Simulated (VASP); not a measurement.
# MgS (F-43m) in VASP: notebook

Aim: see how the results for MgS move with the level of theory and the settings. Levels: revPBE+D3, r2SCAN. Tasks: single point, relaxation of cell and atoms.

Everything below comes from runs of VASP 6.6.1. Logs are shortened: lines on timing, memory, paths and dates and some standing lists are left out, and cuts for length are marked.

### Step 1. Starting point

The structure is cubic, space group F-43m (No. 216). The conventional cell has a = 5.666 Å, b = 5.666 Å, c = 5.666 Å, α = 90.00°, β = 90.00°, γ = 90.00°. S (site symmetry -43m) has 4 Mg at 2.45 Å as nearest neighbours. Around Mg (site symmetry -43m) lie 4 S at 2.45 Å.

The cell comes from a database or a generator and needn't be the stable form of this composition.

### Step 2. Single point, revPBE+D3

run.py

```python
from ase.calculators.vasp import Vasp
from ase.dft.bandgap import bandgap
from ase.io import read

atoms = read('POSCAR')
calc = Vasp(
    directory='calc',
    xc='revpbe',
    pp='PBE',
    setups='materialsproject',
    prec='Accurate',
    encut=520,
    ediff=1e-06,
    ismear=0,
    sigma=0.01,
    lreal=False,
    lasph=True,
    nelm=80,
    algo='Normal',
    isif=2,
    lwave=False,
    lcharg=False,
    ivdw=11,
    kpts=[5, 5, 5],
    gamma=True,
)
atoms.calc = calc

print('energy (eV):', atoms.get_potential_energy())
print('free energy (eV):', atoms.get_potential_energy(force_consistent=True))
print('forces (eV/A):')
print(atoms.get_forces())
print('stress (eV/A^3, Voigt):', atoms.get_stress())
print('Fermi level (eV):', calc.get_fermi_level())
gap, top, bottom = bandgap(calc)
print('band gap (eV):', gap, 'from (spin, k, band)', top, 'to', bottom)
```

POSCAR

```
MgS
1.0
    0.0000000000      2.8331200468      2.8331200468
    2.8331200468      0.0000000000      2.8331200468
    2.8331200468      2.8331200468      0.0000000000
S Mg
1 1
Direct
    0.2500000000      0.2500000000      0.2500000000
    0.0000000000      0.0000000000      0.0000000000
```

Potentials or basis: VASP PAW PBE potentials, release 64 (S, Mg_pv).

Started as:

```bash
python run.py
```

What it wrote:

```text
energy (eV): -8.76604667
free energy (eV): -8.76604667
forces (eV/A):
[[ 0.  0.  0.]
 [-0. -0. -0.]]
stress (eV/A^3, Voigt): [ 0.00939594  0.00939594  0.00939594  0.          0.         -0.        ]
Fermi level (eV): 1.13951902
band gap (eV): 3.6088 from (spin, k, band) (0, np.int64(0), np.int64(6)) to (0, np.int64(0), np.int64(7))
```

OUTCAR:

```text
ENCUT = 520.000000
   EDIFF = 1.00e-06
   GGA = RE
   PREC = Accurate
   ISIF = 2
   ISMEAR = 0
   NELM = 80
   IVDW = 11
   LASPH = .TRUE.
   LREAL = .FALSE.
 IVDW          = 11

 ion  position               nearest neighbor table
   1  0.250  0.250  0.250-   2 2.45   2 2.45   2 2.45   2 2.45
   2  0.000  0.000  0.000-   1 2.45   1 2.45   1 2.45   1 2.45

  LATTYP: Found a face centered cubic cell.
 ALAT       =     5.6662400936

  Lattice vectors:

 A1 = (   0.0000000000,   2.8331200468,   2.8331200468)
 A2 = (   2.8331200468,   0.0000000000,   2.8331200468)
 A3 = (   2.8331200468,   2.8331200468,   0.0000000000)

Analysis of symmetry for initial positions (statically):
=====================================================================
 Subroutine PRICEL returns:
 Original cell was already a primitive cell.

 Routine SETGRP: Setting up the symmetry group for a
 face centered cubic supercell.

 Subroutine GETGRP returns: Found 24 space group operations
 (whereof 24 operations were pure point group operations)
 out of a pool of 48 trial point group operations.

The static configuration has the point symmetry T_d .

Analysis of symmetry for dynamics (positions and initial velocities):
=====================================================================
 Subroutine PRICEL returns:
 Original cell was already a primitive cell.

 Routine SETGRP: Setting up the symmetry group for a
 face centered cubic supercell.

 Subroutine GETGRP returns: Found 24 space group operations
 (whereof 24 operations were pure point group operations)
 out of a pool of 48 trial point group operations.

The dynamic configuration has the point symmetry T_d .

 Subroutine INISYM returns: Found 24 space group operations
 (whereof 24 operations are pure point group operations),
 and found     1 'primitive' translations

----------------------------------------------------------------------------------------

                                     Primitive cell

  volume of cell :      45.4805

  direct lattice vectors                    reciprocal lattice vectors
     0.000000000  2.833120047  2.833120047    -0.176483874  0.176483874  0.176483874
     2.833120047  0.000000000  2.833120047     0.176483874 -0.176483874  0.176483874
     2.833120047  2.833120047  0.000000000     0.176483874  0.176483874 -0.176483874

  length of vectors
     4.006636794  4.006636794  4.006636794     0.305679036  0.305679036  0.305679036

  position of ions in fractional coordinates (direct lattice)
     0.250000000  0.250000000  0.250000000
     0.000000000  0.000000000  0.000000000

  ion indices of the primitive-cell ions
   primitive index   ion index
                 1           1
                 2           2

----------------------------------------------------------------------------------------

 KPOINTS: KPOINTS created by Atomic Simulation Env

Automatic generation of k-mesh.
 Grid dimensions read from file:
 generate k-points for:    5    5    5

 Generating k-lattice:

  Cartesian coordinates                     Fractional coordinates (reciprocal lattice)
    -0.035296775  0.035296775  0.035296775     0.200000000  0.000000000  0.000000000
     0.035296775 -0.035296775  0.035296775     0.000000000  0.200000000  0.000000000
     0.035296775  0.035296775 -0.035296775     0.000000000  0.000000000  0.200000000

[... 24 lines left out ...]
   number of dos      NEDOS =    301   number of ions     NIONS =      2
   total plane-waves  NPLWV =  27000
   dimension x,y,z NGX =    30 NGY =   30 NGZ =   30
   dimension x,y,z NGXF=    60 NGYF=   60 NGZF=   60
   ions per type =               1   1
   NGX,Y,Z   is equivalent  to a cutoff of  12.45, 12.45, 12.45 a.u.
   NGXF,Y,Z  is equivalent  to a cutoff of  24.90, 24.90, 24.90 a.u.
 SYSTEM =  unknown system
   PREC   = accura    normal or accurate (medium, high low for compatibility)
   ISTART =      0    job   : 0-new  1-cont  2-samecut
   ICHARG =      2    charge: 1-file 2-atom 10-const
   ISPIN  =      1    spin polarized calculation?
   LNONCOLLINEAR =      F non collinear calculations
   LSORBIT =      F    spin-orbit coupling
   LASPH  =      T    aspherical Exc in radial PAW
   ENCUT  =  520.0 eV  38.22 Ry    6.18 a.u.   7.45  7.45  7.45*2*pi/ulx,y,z
   NELM   =     80;   NELMIN=  2; NELMDL= -5     # of ELM steps
   EDIFF  = 0.1E-05   stopping-criterion for ELM
   LREAL  =      F    real-space projection
   EDIFFG = 0.1E-04   stopping-criterion for IOM
   NSW    =      0    number of steps for IOM
   IBRION =     -1    ionic relax: 0-MD 1-quasi-New 2-CG
   NFREE  =      0    steps in history (QN), initial steepest desc. (CG)
   ISIF   =      2    stress and relaxation
   ISYM   =      2    0-nonsym 1-usesym 2-fastsym
   POTIM  = 0.5000    time-step for ionic-motion
   TEBEG  =    0.0;   TEEND  =   0.0 temperature during run
   PSTRESS=    0.0 pullay stress
   NELECT =      14.0000    total number of electrons
   NUPDOWN=      -1.0000    fix difference up-down
   EMIN   =  10.00;   EMAX   =-10.00  energy-range for DOS
   EFERMI =   0.00;   METHOD = LEGACY
   ISMEAR =     0;   SIGMA  =   0.01  broadening in eV -4-tet -1-fermi 0-gaus
   EFERMI_NEDOS =   21; number of points for ismear=-14 and -15
   IALGO  =     38    algorithm
   IMIX   =      4    mixing-type and parameters
     AMIX     =   0.40;   BMIX     =  1.00
     AMIX_MAG =   1.60;   BMIX_MAG =  1.00
  volume/ion in A,a.u.               =      22.74       153.46
  Fermi-wavevector in a.u.,A,eV,Ry     =   1.105374  2.088854 16.624298  1.221851
  Thomas-Fermi vector in A             =   2.241860
   LORBIT       =      0    0 simple, 1 ext, 2 COOP (PROOUT), +10 PAW based schemes
   GGA     = RE    functional components
   LHFCALC =     F    Hartree Fock is set to
   AEXX    =    0.0000 exact exchange contribution
   IVDW    =    11    specifies the selected vdW correction
   LEPSILON=     F    determine dielectric tensor
   LRPA    =     F    only Hartree local field effects (RPA)
 non-spin polarized calculation
 Gauss-broadening in eV      SIGMA  =   0.01
  energy-cutoff  :      520.00
  volume of cell :       45.48
 maximum number of plane-waves:      1243
 NGX is ok and might be reduce to    30
   NGX = 15   NGY = 15   NGZ = 15

 number of electron      14.0000016 magnetization

 Free energy of the ion-electron system (eV)
  ---------------------------------------------------
  ext. energy  EPLUGINS =         0.00000000
  ---------------------------------------------------
  free energy    TOTEN  =        -8.02290308 eV

  energy without entropy =       -8.02290308  energy(sigma->0) =       -8.02290308

 E-fermi :   1.1395     XC(G=0):  -8.3549

 val. band max:        0.9769560842   @ k =   0.0000   0.0000   0.0000
 cond. band min:       4.5857638908   @ k =   0.0000   0.0000   0.0000
 fundamental gap:      3.6088078066
 Fermi energy:         1.1395190194

 k-point     1 :       0.0000    0.0000    0.0000
  band No.  band energies     occupation
      1     -39.5643      2.00000
      2     -39.5642      2.00000
      3     -39.5642      2.00000
      4     -10.2672      2.00000
      5       0.9770      2.00000
      6       0.9770      2.00000
      7       0.9770      2.00000
      8       4.5858      0.00000
      9       8.9992      0.00000
     10       8.9992      0.00000
     11       8.9992      0.00000
[... 113 lines left out ...]
 k-point    10 :      -0.4000    0.4000    0.2000
  band No.  band energies     occupation
      1     -39.5661      2.00000
      2     -39.5655      2.00000
      3     -39.5650      2.00000
      4      -9.4281      2.00000
      5      -1.4337      2.00000
      6      -0.6235      2.00000
      7       0.0052      2.00000
      8       6.6316      0.00000
      9       8.4237      0.00000
     10       8.8323      0.00000
     11      10.8924      0.00000

------------------------ aborting loop because EDIFF is reached ----------------------------------------

 Edisp (eV)   -0.74314

 E8    (eV) :    -0.3348

  FORCE on cell =-STRESS in cart. coord.  units (eV):
  Direction    XX          YY          ZZ          XY          YZ          ZX
  --------------------------------------------------------------------------------------
  -------------------------------------------------------------------------------------
  Total      -0.42733    -0.42733    -0.42733     0.00000     0.00000    -0.00000
  in kB     -15.05396   -15.05396   -15.05396     0.00000     0.00000    -0.00000
  external pressure =      -15.05 kB  Pullay stress =        0.00 kB

 VOLUME and BASIS-vectors are now :
 -----------------------------------------------------------------------------
  energy-cutoff  :      520.00
  volume of cell :       45.48
      direct lattice vectors                 reciprocal lattice vectors
     0.000000000  2.833120047  2.833120047    -0.176483874  0.176483874  0.176483874
     2.833120047  0.000000000  2.833120047     0.176483874 -0.176483874  0.176483874
     2.833120047  2.833120047  0.000000000     0.176483874  0.176483874 -0.176483874

 POSITION                                       TOTAL-FORCE (eV/Angst)
 -----------------------------------------------------------------------------------
      1.41656      1.41656      1.41656         0.000000      0.000000      0.000000
      0.00000      0.00000      0.00000        -0.000000     -0.000000     -0.000000
 -----------------------------------------------------------------------------------
    total drift:                               -0.000010     -0.000010     -0.000010

  FREE ENERGIE OF THE ION-ELECTRON SYSTEM (eV)
  ---------------------------------------------------
  free  energy   TOTEN  =        -8.7660466734 eV

  energy  without entropy=       -8.7660466734  energy(sigma->0) =       -8.76604667
```

INCAR:

```text
ENCUT = 520.000000
SIGMA = 0.010000
EDIFF = 1.00e-06
ALGO = Normal
GGA = RE
PREC = Accurate
ISIF = 2
ISMEAR = 0
NELM = 80
IVDW = 11
LASPH = .TRUE.
LCHARG = .FALSE.
LWAVE = .FALSE.
LREAL = .FALSE.
```

Wall time 6.8 s (1 thread of AMD EPYC 9R45 (Zen 5), shared host); peak memory 0.13 GiB.

The run converged, but some of its settings lie outside the range that counts as converged (typed here: k = 5 × 5 × 5), so its numbers aren't taken as properties of the crystal.

Results:

- Free energy: -8.7660 eV
- Pressure: -1.5 GPa
- Band gap on the k mesh: 3.61 eV, direct
- Dispersion energy per atom: -0.372 eV

Caveat: the PAW data sets were made with another functional, which shifts forces and pressure a little.

### Step 3. Relaxation of cell and atoms, r2SCAN

INCAR

```
SYSTEM = MgS
  PREC = Accurate
  ENCUT = 600
  EDIFF = 1E-6
  ISMEAR = 0
  SIGMA = 0.02
  LREAL = .False.
  LASPH = .True.
  NELM = 80
  ALGO = Normal
  ISIF = 3
  LWAVE = .False.
  LCHARG = .False.
  METAGGA = R2SCAN
  LMIXTAU = .True.
  IBRION = 2
  NSW = 40
  EDIFFG = -0.01
```

KPOINTS

```
regular mesh
0
Gamma
  8 8 8
  0 0 0
```

POSCAR is that of step 2.

Potentials or basis: VASP PAW PBE potentials, release 64 (S, Mg).

Started as:

```bash
cat potpaw_PBE.64/S/POTCAR potpaw_PBE.64/Mg/POTCAR > POTCAR
mpirun -np 1 vasp_std > vasp.out
```

It took 2.1 min on 1 thread of Intel Xeon Platinum 8375C at 2.90GHz (Ice Lake), shared host; peak memory 0.2 GiB.

It converged, with:

```yaml
Free_energy: -15.4513 eV
Relaxed_volume: 22.59 Å³/atom
Relaxed_cell: a = 3.998 Å, b = 3.998 Å, c = 3.998 Å, α = 60.00°, β = 60.00°, γ = 60.00°
Space_group_after_relaxing_to_0.05_Å: F-43m (No. 216)
Energy_gained_by_relaxing: 0.2 meV/atom
Ionic_steps: 3
Pressure_after_relaxing: 0.0 GPa
Band_gap_on_the_k_mesh: 4.15 eV, direct
```

Step by step:
| step | energy change (eV) | largest force (eV/Å) | pressure (GPa) | volume (Å³) |
| --- | --- | --- | --- | --- |
| 1 | 0.0000 | 0.0000 | -0.43 | 45.48 |
| 2 | -0.0003 | 0.0000 | 0.13 | 45.08 |
| 3 | -0.0004 | 0.0000 | -0.03 | 45.18 |

Final structure:
```cif
data_structure
_symmetry_space_group_name_H-M 'P 1'
_symmetry_Int_Tables_number 1
_cell_length_a 3.9979
_cell_length_b 3.9979
_cell_length_c 3.9979
_cell_angle_alpha 60.000
_cell_angle_beta 60.000
_cell_angle_gamma 60.000
_cell_volume 45.18
loop_
_atom_site_label
_atom_site_type_symbol
_atom_site_fract_x
_atom_site_fract_y
_atom_site_fract_z
_atom_site_occupancy
S1 S 0.25000 0.25000 0.25000 1
Mg1 Mg 0.00000 0.00000 0.00000 1
```

Levels at points of the mesh, in eV from the valence-band top:
```
           k point  band 1  band 2  band 3  band 4  band 5  band 6  band 7  band 8
(0.00, 0.00, 0.00)  -11.75    0.00    0.00    0.00    4.15    8.61    8.61    8.61
(0.50, 0.00, 0.00)  -11.05   -3.16   -0.33   -0.33    5.81    8.22    8.22    9.29
(0.50, 0.50, 0.00)  -10.82   -2.83   -1.05   -1.05    4.32    6.27   12.18   13.31
```

Caveat: the PAW data sets were made with another functional, which shifts forces and pressure a little. r2SCAN opens gaps a little over a GGA but as a rule still falls short of measured ones.
